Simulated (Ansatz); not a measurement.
# VO2: the cost of one run

Computed with Ansatz 0.2.0 (DFT r2SCAN, scalar-relativistic, plane waves, PAW, unless a step's input says otherwise).

The COD entry's cell or inner coordinates are ideal or old and differ from later refinements, so a difference from it is no clean test against experiment.

1 further run of the same task is left out (set aside as unsound or not needed).

## 1. Starting point

The structure is tetragonal, space group P4_2/mnm (No. 136). The conventional cell has a = 4.530 Å, b = 4.530 Å, c = 2.869 Å, α = 90.00°, β = 90.00°, γ = 90.00°. Around V (site symmetry mmm) lie 6 O at 1.90 to 1.95 Å. Around O (site symmetry m2m) lie 3 V at 1.90 to 1.95 Å.

Coordinates:

```cif
data_structure
_symmetry_space_group_name_H-M 'P 1'
_symmetry_Int_Tables_number 1
_cell_length_a 4.5300
_cell_length_b 4.5300
_cell_length_c 2.8690
_cell_angle_alpha 90.000
_cell_angle_beta 90.000
_cell_angle_gamma 90.000
_cell_volume 58.87
loop_
_atom_site_label
_atom_site_type_symbol
_atom_site_fract_x
_atom_site_fract_y
_atom_site_fract_z
_atom_site_occupancy
V1 V 0.00000 0.00000 0.00000 1
V2 V 0.50000 0.50000 0.50000 1
O1 O 0.30500 0.30500 0.00000 1
O2 O 0.19500 0.80500 0.50000 1
O3 O 0.69500 0.69500 0.00000 1
O4 O 0.80500 0.19500 0.50000 1
```

The structure comes from the Crystallography Open Database.

(A quick probe on a coarse mesh, which set the mesh and smearing, is not shown.)

## 3. Full relaxation

input.yaml

```yaml
crystal:
  lattice:
    - [4.53, 0.0, 0.0]
    - [0.0, 4.53, 0.0]
    - [0.0, 0.0, 2.869]
  atoms:
    - { symbol: V, position: [0.0, 0.0, 0.0], spin: 0.98 }
    - { symbol: V, position: [0.5, 0.5, 0.5], spin: 0.98 }
    - { symbol: O, position: [0.305, 0.305, 0.0] }
    - { symbol: O, position: [0.195, 0.805, 0.5] }
    - { symbol: O, position: [0.695, 0.695, 0.0] }
    - { symbol: O, position: [0.805, 0.195, 0.5] }
basis:
  ecutwfc: 500
kpoints:
  mp_grid: { grid: [8, 8, 12] }
hamiltonian:
  xc: r2scan
scf:
  occupations: { method: gaussian, width: 0.1 }
output:
  forces: true
  stress: true
  eigenvalues: true
  populations: true
magnetization:
  spin_polarized: true
relax:
  adjacent_minimum: "off"
  f_tol: 0.005
  max_steps: 80
  cell: { stress_tol: 0.05 }
```

Started as:

```console
ansatz run input.yaml --threads 8 --pin off --max-ram 20480MiB --backend cpu --events-out ev --progress --plain --runs-dir out
```

Q: Estimate wall time and peak memory on 8 threads of AMD EPYC (Zen 3), shared host.

About 5.6 min, with a peak of 0.94 GiB.
